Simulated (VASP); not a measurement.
Crystal: Ti.

```
Ti
1.0
    -1.65325    1.65325    1.65325
     1.65325   -1.65325    1.65325
     1.65325    1.65325   -1.65325
Ti
1
Direct
  0.00000 0.00000 0.00000
```

This isn't the form of Ti at room conditions, which is hcp.

- Program: VASP 6.6.1
- Task: relaxation of cell and atoms
- Functional: PBEsol
- Potentials or basis: VASP PAW PBE potentials, release 64 (Ti_sv)
- Cutoff: 600 eV
- k mesh: 18 × 18 × 18
- Occupations: gaussian, width 0.1 eV
- Spin: no spin polarisation

At the start: pressure -8.8 GPa; volume 18.07 Å³/atom.

Where does the relaxation end?

Over 3 steps the energy falls by 46.4 meV/atom and the volume is 16.50 Å³/atom (-8.7 %); space group Im-3m (No. 229, to 0.05 Å).

Step by step:
```tsv
step	energy change (eV)	largest force (eV/Å)	pressure (GPa)	volume (Å³)
1	0.0000	0.0000	-8.81	18.07
2	-0.0278	0.0000	6.97	15.60
3	-0.0464	0.0000	-0.02	16.50
```

Final structure:
```xyz
1
Lattice="-1.6038 1.6038 1.6038 1.6038 -1.6038 1.6038 1.6038 1.6038 -1.6038" Properties=species:S:1:pos:R:3 pbc="T T T"
Ti    0.0000    0.0000    0.0000
```

Caveat: the PAW data sets were made with another functional, which shifts forces and pressure a little.
